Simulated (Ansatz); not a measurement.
InSe2: from a trial structure to a relaxed crystal

Method: Ansatz, DFT PBE, scalar-relativistic, plane waves, PAW.

InSe2 was placed on the sites of a reported TbCd2 cell (P6/mmm, No. 191), with In in place of Tb, Se in place of Cd, at a guessed volume.

The final relaxation ran on this input, with the default PAW datasets:

```yaml
crystal:
  lattice:
    - [4.7680373403, 0.0, 0.0]
    - [-2.3840186702, 4.1292414629, 0.0]
    - [0.0, 0.0, 3.9176669912]
  atoms:
    - { symbol: In, position: [0.0, 0.0, 0.0] }
    - { symbol: Se, position: [0.3333333333, 0.6666666667, 0.5] }
    - { symbol: Se, position: [0.6666666667, 0.3333333333, 0.5] }
basis:
  ecutwfc: 420
kpoints:
  mp_grid: { grid: [12, 12, 12] }
hamiltonian:
  xc: pbe
scf:
  occupations: { method: gaussian, width: 0.1 }
output:
  forces: true
  stress: true
  eigenvalues: true
relax:
  adjacent_minimum: "off"
  f_tol: 0.01
  max_steps: 80
  cell: { stress_tol: 0.05 }
```

Launched as:

```bash
ansatz run input.yaml --threads 1 --pin off --max-ram 2560MiB --backend cpu --events-out ev --progress --plain --runs-dir out
```

Time: 31 s on 1 thread of Intel(R) Xeon(R) Platinum 8488C (Sapphire Rapids), on a shared host, peak memory 0.55 GiB.

End of the output:

```
SCF converged after 5 iterations
Free energy (F): -16535.681909 eV
Harris-Foulkes:  -16535.681909 eV  (|F-HF|=3.64e-12)
Internal energy: -16535.673805 eV  (E = F + TS)
E sigma→0 (E₀):  -16535.677857 eV
Entropy (-TS):   -0.008104 eV (-2.701 meV/atom)
Fermi energy:    8.591432 eV
--- Per-component energies (eV) ---
  E_band       = -800.051931
  E_kinetic    = 472.994005
  E_local      = -5914.095740  (includes V_loc(G=0)·N_el)
  E_nonlocal   = -822.788362
  E_hartree    = 2809.724892
  E_xc         = -422.822785
  E_vxc        = -293.973172  (∫ρ·V_xc dr)
  E_paw        = -7974.694334  (= ΣΔE_a)
  E_vpaw       = 138.362647  (= ΣTr[D̂ρ^β])
  E_aug_tail   = -0.001137  (compensation charges beyond the density's cutoff)
  E_ewald      = -4683.990343
  E_smearing   = -0.008104  (= −TS)
  E_closure    = 0.000000  (closes the sum)
  Σ components = -16535.681909   (vs F -16535.681909, Δ=0.00e0)
--- Forces (eV/Å), atoms counted from 1 ---
  atom   1  In     0.00000000     0.00000000     0.00000000
  atom   2  Se     0.00000000     0.00000000     0.00000000
  atom   3  Se     0.00000000     0.00000000     0.00000000
  max |Σ_I F_I| component: 2.31e-18 eV/Å
--- Stress (GPa, compression-positive) ---
       -0.003477       0.000000       0.000000
        0.000000      -0.003477       0.000000
        0.000000       0.000000      -0.013759
  P = ⅓ Tr σ = -0.0069 GPa (-0.069 kbar)
--- Relaxed structure (1 steps of the walk, 1 accepted, 1 SCFs on fresh bases) ---
  F+E_penalty+E_count = -16535.68190907 eV   max|allowed force component| = 2.313e-17 eV/Å   (the final SCF, on the basis selected at the relaxed cell)
  cell:  # Å, volume = 77.1325 Å³
    - [4.768037, 0.000000, 0.0]
    - [-2.384019, 4.129241, 0.0]
    - [0.0, 0.0, 3.917667]
  atoms:
    - { symbol: In, position: [0.0, 0.0, 0.0] }
    - { symbol: Se, position: [0.333333, 0.666667, 0.500000] }
    - { symbol: Se, position: [0.666667, 0.333333, 0.500000] }
```

Absolute energies hang on the potentials; compare differences alone.

The result has space group P6/mmm (No. 191). In is coordinated by 12 Se at 3.38 Å and 2 In at 3.92 Å; around Se lie 3 Se at 2.75 Å.

Against the elements it lies at 0.11 eV/atom. The zero of energy is the elements' standard structures at the same level; no fitted shifts are applied.

The k mesh leaves about 4 meV/atom of noise in metals.

Symmetry constrained the relaxation, so the result can be a saddle point.